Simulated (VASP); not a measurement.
## Input and output of a VASP PBE single-point calculation on InSb (strained zincblende)

INCAR

```
GGA = PE
ISMEAR = -1
PREC = Accurate
LASPH = .TRUE.
IBRION = -1
SIGMA = 0.02
LELF = .TRUE.
LWAVE = .FALSE.
ENCUT = 520
LREAL = .FALSE.
LCHARG = .TRUE.
NELM = 120
NSW = 0
ISIF = 2
EDIFF = 1E-7
NBANDS = 16
```

KPOINTS

```
KPOINTS created by Atomic Simulation Environment
0
Gamma
6 6 6
0 0 0
```

KPOINTS_OPT

```
special points
7
Reciprocal
0.0000000000 0.0000000000 0.0000000000 1
-0.5000000000 -0.5000000000 0.0000000000 1
-0.3750000000 -0.3750000000 0.2500000000 1
-0.3750000000 0.0000000000 0.3750000000 1
0.0000000000 0.0000000000 0.5000000000 1
-0.5000000000 -0.2500000000 0.2500000000 1
-0.0100910000 -0.0100910000 0.0000000000 1
```

POSCAR

```
In Sb
 1.0000000000000000
     0.0000000000000000    3.2795130174999998    3.3123081477000000
     3.2795130174999998    0.0000000000000000    3.3123081477000000
     3.2795130174999998    3.2795130174999998    0.0000000000000000
 In  Sb
   1   1
Cartesian
  0.0000000000000000  0.0000000000000000  0.0000000000000000
  1.6397565087499999  1.6397565087499999  1.6561540738500000
```

VASP ran with the recommended PBE PAW datasets (18 valence electrons in the cell).

Command

```
mpirun -np 1 vasp_std
```

OSZICAR

```
N       E                     dE             d eps       ncg     rms          rms(c)
DAV:   1     0.113479520792E+03    0.11348E+03   -0.78674E+03   960   0.110E+03
DAV:   2     0.458969610249E+00   -0.11302E+03   -0.10872E+03  1064   0.274E+02
DAV:   3    -0.680706075248E+01   -0.72660E+01   -0.72423E+01  1288   0.725E+01
DAV:   4    -0.701679664273E+01   -0.20974E+00   -0.20968E+00  1152   0.143E+01
DAV:   5    -0.703015439136E+01   -0.13358E-01   -0.13358E-01  1528   0.296E+00    0.388E+00
DAV:   6    -0.693584718791E+01    0.94307E-01   -0.15296E-01  1376   0.576E+00    0.226E+00
DAV:   7    -0.692422398325E+01    0.11623E-01   -0.65552E-02  1280   0.228E+00    0.604E-01
DAV:   8    -0.692543678217E+01   -0.12128E-02   -0.75023E-03  1256   0.965E-01    0.237E-01
DAV:   9    -0.692612834281E+01   -0.69156E-03   -0.95140E-04  1168   0.261E-01    0.758E-02
DAV:  10    -0.692618480941E+01   -0.56467E-04   -0.53217E-05  1392   0.477E-02    0.376E-02
DAV:  11    -0.692623090100E+01   -0.46092E-04   -0.83879E-05  1120   0.574E-02    0.252E-02
DAV:  12    -0.692623227528E+01   -0.13743E-05   -0.14426E-06  1224   0.771E-03    0.731E-03
DAV:  13    -0.692623296463E+01   -0.68935E-06   -0.15957E-06  1184   0.817E-03    0.449E-03
DAV:  14    -0.692623268194E+01    0.28269E-06   -0.68346E-08  1080   0.147E-03    0.125E-03
DAV:  15    -0.692623270232E+01   -0.20380E-07   -0.19193E-08   824   0.992E-04
   1 F= -.69262327E+01 E0= -.69260804E+01  d E =-.304638E-03
       N       E                     dE             ncg
DAV:   1     0.119454130007E+04   -0.31464E+04      224
DAV:   2     0.409061510442E+03   -0.78548E+03      264
DAV:   3     0.360903090396E+03   -0.48158E+02      264
DAV:   4     0.359519245785E+03   -0.13838E+01      296
DAV:   5     0.359432951096E+03   -0.86295E-01      336
DAV:   6     0.359431225037E+03   -0.17261E-02      304
DAV:   7     0.359431165847E+03   -0.59190E-04      336
DAV:   8     0.359431165026E+03   -0.82090E-06      296
DAV:   9     0.359431165010E+03   -0.15813E-07      248
```

From OUTCAR

```
k-points           NKPTS =     30   k-points in BZ     NKDIM =     30   number of bands    NBANDS=     16

   NELECT =      18.0000    total number of electrons

   dimension x,y,z NGX =    36 NGY =   36 NGZ =   36
   dimension x,y,z NGXF=    72 NGYF=   72 NGZF=   72

  energy-cutoff  :      520.00
  volume of cell :       71.25
      direct lattice vectors                 reciprocal lattice vectors
     0.000000000  3.279513017  3.312308148    -0.152461660  0.152461660  0.150952139
     3.279513017  0.000000000  3.312308148     0.152461660 -0.152461660  0.150952139
     3.279513017  3.279513017  0.000000000     0.152461660  0.152461660 -0.150952139

 k-points in reciprocal lattice and weights: KPOINTS created by Atomic Simulation Env
   0.00000000  0.00000000  0.00000000       0.005
   0.16666667  0.00000000  0.00000000       0.037
   0.33333333  0.00000000  0.00000000       0.037
   0.50000000  0.00000000  0.00000000       0.019
   0.16666667  0.16666667  0.00000000       0.009
   0.33333333  0.16666667  0.00000000       0.037
   0.50000000  0.16666667  0.00000000       0.037
  -0.33333333  0.16666667  0.00000000       0.037
   ...

 E-fermi :   4.6491

 k-point     1 :       0.0000    0.0000    0.0000
  band No.  band energies     occupation
      1      -9.8899      2.00000
      2      -9.8879      2.00000
      3      -9.8879      2.00000
      4      -9.8170      2.00000
      5      -9.8154      2.00000
      6      -5.7990      2.00000
      7       4.1733      2.00000
      8       4.5986      1.85172
      9       4.6461      1.07415
     10       4.6461      1.07414
     11       7.5834      0.00000
     12       7.5834      0.00000
     13       7.6056      0.00000
     14      10.3176      0.00000
     15      12.7384      0.00000
     16      12.8838      0.00000

 k-point     2 :       0.1667    0.0000    0.0000
  band No.  band energies     occupation
      1      -9.8984      2.00000
      2      -9.8847      2.00000
      3      -9.8834      2.00000
      4      -9.8173      2.00000
      5      -9.8155      2.00000
      6      -5.5673      2.00000
      7       2.1642      2.00000
      8       4.3007      2.00000
      9       4.3413      2.00000
     10       5.4857      0.00000
     11       8.0151      0.00000
     12       8.0177      0.00000
     13       8.2640      0.00000
     14      11.3945      0.00000
     15      11.8755      0.00000
     16      11.9535      0.00000

 k-point     3 :       0.3333    0.0000    0.0000
  band No.  band energies     occupation
      1      -9.9176      2.00000
      2      -9.8767      2.00000
      3      -9.8755      2.00000
      4      -9.8167      2.00000
      5      -9.8146      2.00000
      6      -4.9732      2.00000
      7       0.1482      2.00000
      8       3.8439      2.00000
      9       3.8988      2.00000
     10       5.2402      0.00000
     11       8.4051      0.00000
     12       8.4353      0.00000
     13      10.2781      0.00000
     14      11.3315      0.00000
     15      12.2945      0.00000
     16      12.3042      0.00000

 k-point     4 :       0.5000    0.0000    0.0000
  band No.  band energies     occupation
      1      -9.9271      2.00000
      2      -9.8734      2.00000
      3      -9.8722      2.00000
      4      -9.8158      2.00000
      5      -9.8134      2.00000
      6      -4.5471      2.00000
      7      -0.7793      2.00000
      8       3.6617      2.00000
      9       3.7229      2.00000
     10       5.0854      0.00000
     11       8.4080      0.00000
     12       8.4527      0.00000
     13      10.7453      0.00000
     14      12.6459      0.00000
     15      13.6579      0.00000
     16      13.7179      0.00000

 k-point     5 :       0.1667    0.1667    0.0000
  band No.  band energies     occupation
      1      -9.9075      2.00000
      2      -9.8790      2.00000
      3      -9.8790      2.00000
      4      -9.8185      2.00000
      5      -9.8151      2.00000
      6      -5.4917      2.00000
      7       2.0463      2.00000
      8       3.8565      2.00000
      9       3.8565      2.00000
     10       6.3753      0.00000
     11       6.9809      0.00000
     12       8.7823      0.00000
     13       8.7823      0.00000
     14      10.6630      0.00000
     15      11.8910      0.00000
     16      13.1553      0.00000

 k-point     6 :       0.3333    0.1667    0.0000
  band No.  band energies     occupation
      1      -9.9231      2.00000
      2      -9.8724      2.00000
      3      -9.8705      2.00000
      4      -9.8202      2.00000
      5      -9.8139      2.00000
      6      -5.0075      2.00000
      7       0.5347      2.00000
      8       3.1468      2.00000
      9       3.4145      2.00000
     10       6.4751      0.00000
     11       7.5019      0.00000
     12       9.2264      0.00000
     13       9.4533      0.00000
     14      11.5276      0.00000
     15      12.8681      0.00000
     16      13.2217      0.00000

 k-point     7 :       0.5000    0.1667    0.0000
  band No.  band energies     occupation
      1      -9.9322      2.00000
      2      -9.8697      2.00000
      3      -9.8666      2.00000
      4      -9.8178      2.00000
      5      -9.8147      2.00000
      6      -4.4467      2.00000
      7      -0.6658      2.00000
      8       2.5219      2.00000
      9       3.3498      2.00000
     10       6.3052      0.00000
     11       8.1762      0.00000
     12       9.2907      0.00000
     13      10.2685      0.00000
     14      12.3353      0.00000
     15      13.4444      0.00000
     16      13.7611      0.00000

 k-point     8 :      -0.3333    0.1667    0.0000
  band No.  band energies     occupation
      1      -9.9277      2.00000
      2      -9.8710      2.00000
      3      -9.8699      2.00000
      4      -9.8180      2.00000
      5      -9.8147      2.00000
      6      -4.5977      2.00000
      7      -0.3672      2.00000
      8       2.3895      2.00000
      9       3.6874      2.00000
     10       6.3312      0.00000
     11       8.4556      0.00000
     12       8.8820      0.00000
     13      10.1951      0.00000
     14      11.8892      0.00000
     15      12.3844      0.00000
     16      13.6780      0.00000

 k-point     9 :      -0.1667    0.1667    0.0000
  band No.  band energies     occupation
      1      -9.9121      2.00000
      2      -9.8784      2.00000
      3      -9.8766      2.00000
      4      -9.8192      2.00000
      5      -9.8141      2.00000
      6      -5.2043      2.00000
      7       1.0250      2.00000
      8       2.9921      2.00000
      9       4.2152      2.00000
     10       6.2762      0.00000
     11       8.1719      0.00000
     12       8.2402      0.00000
     13       9.1401      0.00000
     14      11.2171      0.00000
     15      12.3491      0.00000
     16      12.7098      0.00000

 k-point    10 :       0.3333    0.3333    0.0000
  band No.  band energies     occupation
      1      -9.9400      2.00000
      2      -9.8607      2.00000
      3      -9.8607      2.00000
      4      -9.8261      2.00000
      5      -9.8114      2.00000
      6      -4.6730      2.00000
      7      -0.0268      2.00000
      8       2.9051      2.00000
      9       2.9051      2.00000
     10       6.0197      0.00000
     11       6.7665      0.00000
     12      10.9023      0.00000
     13      10.9023      0.00000
     14      11.3114      0.00000
     15      13.9432      0.00000
     16      14.5664      0.00000

 k-point    11 :       0.5000    0.3333    0.0000
  band No.  band energies     occupation
      1      -9.9468      2.00000
      2      -9.8584      2.00000
      3      -9.8561      2.00000
      4      -9.8262      2.00000
      5      -9.8117      2.00000
      6      -4.1867      2.00000
      7      -0.8164      2.00000
      8       2.1376      2.00000
      9       2.7820      2.00000
     10       6.2407      0.00000
     11       7.3336      0.00000
     12      10.5602      0.00000
     13      11.1436      0.00000
     14      12.9341      0.00000
     15      14.1425      0.00000
     16      14.5670      0.00000

 k-point    12 :      -0.3333    0.3333    0.0000
  band No.  band energies     occupation
      1      -9.9399      2.00000
      2      -9.8643      2.00000
      3      -9.8601      2.00000
      4      -9.8204      2.00000
      5      -9.8156      2.00000
      6      -4.1444      2.00000
      7      -0.8426      2.00000
      8       1.6255      2.00000
      9       3.1084      2.00000
     10       6.4587      0.00000
     11       9.1377      0.00000
     12      10.2408      0.00000
     13      10.3900      0.00000
     14      10.9340      0.00000
     15      12.3714      0.00000
     16      15.3903      0.00000

 ...

  Total        0.4811962      0.4811962      0.3766820      0.0000000     -0.0000000      0.0000000
  in kB       10.8206485     10.8206485      8.4704401      0.0000000     -0.0000000      0.0000000
  external PRESSURE =      10.0372457 kB  Pullay stress =       0.0000000 kB

 POSITION                                       TOTAL-FORCE (eV/Angst)
 -----------------------------------------------------------------------------------
      0.00000      0.00000      0.00000        -0.000000     -0.000000      0.000000
      1.63976      1.63976      1.65615         0.000000      0.000000      0.000000
 -----------------------------------------------------------------------------------
    total drift:                               -0.000000     -0.000000     -0.000000

  FREE ENERGIE OF THE ION-ELECTRON SYSTEM (eV)
  ---------------------------------------------------
  free  energy   TOTEN  =        -6.9262327023 eV

  energy  without entropy=       -6.9259280640  energy(sigma->0) =       -6.92608038
```

The gap between bands v and c is 0.00 eV and the least direct gap is 0.00 eV. The pressure is 1.0 GPa.

Band v is the last that the valence electrons fill when counted band by band, and c is the next.

The run took about 41 s on one core of a shared host (Intel Xeon Platinum 8488C) and held 0.23 GiB at most.
